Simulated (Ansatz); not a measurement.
# PtSe2: band gap under strain

Aim: follow the gap of PtSe2 in the CdI2 structure through these states: -0.8 % strain along x alone; -4.0 % biaxial strain in x and y, z held. The table at the end shows which levels were run.

Code: Ansatz 0.2.0. PAW datasets, plane waves. (Simulation; spin polarisation is off.)

**1. The cell**

The unstrained cell was relaxed with r2SCAN+rVV10; in each strained cell the atoms were relaxed again with r2SCAN+rVV10. Names of k-points are those of the unstrained zone, where strain can split equivalent points. First state: -0.8 % strain along x alone.

Space group C2/m (No. 12), monoclinic; conventional cell a = 6.458 Å, b = 3.700 Å, c = 5.277 Å, β = 90.0°, 21.02 Å³ an atom. Around Pt lie 6 Se at 2.51 Å; around Se lie 3 Pt at 2.51 Å.

Coordinates:

```xyz
3
Lattice="3.7003 0.0000 0.0000 -1.8502 3.2291 0.0000 0.0000 0.0000 5.2772" Properties=species:S:1:pos:R:3 pbc="T T T"
Pt    0.0000    0.0000    0.0000
Se    0.0000    2.1485    1.3058
Se    1.8502    1.0806    3.9714
```

**2. -0.8 % strain along x alone: PBE**

The input, input.yaml:

```yaml
crystal:
  lattice:
    - [3.700312621, 0.0, 0.0]
    - [-1.8501563105, 3.2291059368, 0.0]
    - [0.0, 0.0, 5.2771566385]
  atoms:
    - { symbol: Pt, position: [0.0, 0.0, 0.0] }
    - { symbol: Se, position: [0.3326801524, 0.6653603047, 0.2474448098] }
    - { symbol: Se, position: [0.6673198476, 0.3346396953, 0.7525551902] }
kpoints:
  mp_grid: { grid: [12, 12, 6] }
  band_path:
    path:
      - [0.0, 0.0, 0.0]
      - [0.5, 0.0, 0.0]
      - [0.3333333333, 0.3333333333, 0.0]
      - [0.0, 0.0, 0.5]
      - [0.5, 0.0, 0.5]
      - [0.3333333333, 0.3333333333, 0.5]
      - [0.3, 0.3, 0.0]
      - [0.0, 0.25, 0.3333333333]
    npoints: 1
hamiltonian:
  xc: pbe
scf:
  occupations: { method: fermi_dirac, width: 0.02 }
  n_extra_bands: 4
output:
  forces: true
  stress: true
  eigenvalues: true
```

The runs that follow: -0.8 % strain along x alone: r2SCAN; -0.8 % strain along x alone: HSE06; -4.0 % biaxial strain in x and y, z held: PBE; -4.0 % biaxial strain in x and y, z held: r2SCAN; -4.0 % biaxial strain in x and y, z held: HSE06.

What does the calculation give?

The runs gave:

Least gap in eV (negative: overlap):

| state | PBE | r2SCAN | HSE06 |
| --- | --- | --- | --- |
| -0.8 % strain along x alone | -0.18 | -0.06 | 0.08 |
| -4.0 % biaxial strain in x and y, z held | -0.34 | -0.19 | -0.03 |

What this shows: Spin-orbit coupling is left out of the table, though the cell holds Pt (Z = 78); in an element this heavy it can shift bands and gaps by tenths of an eV.
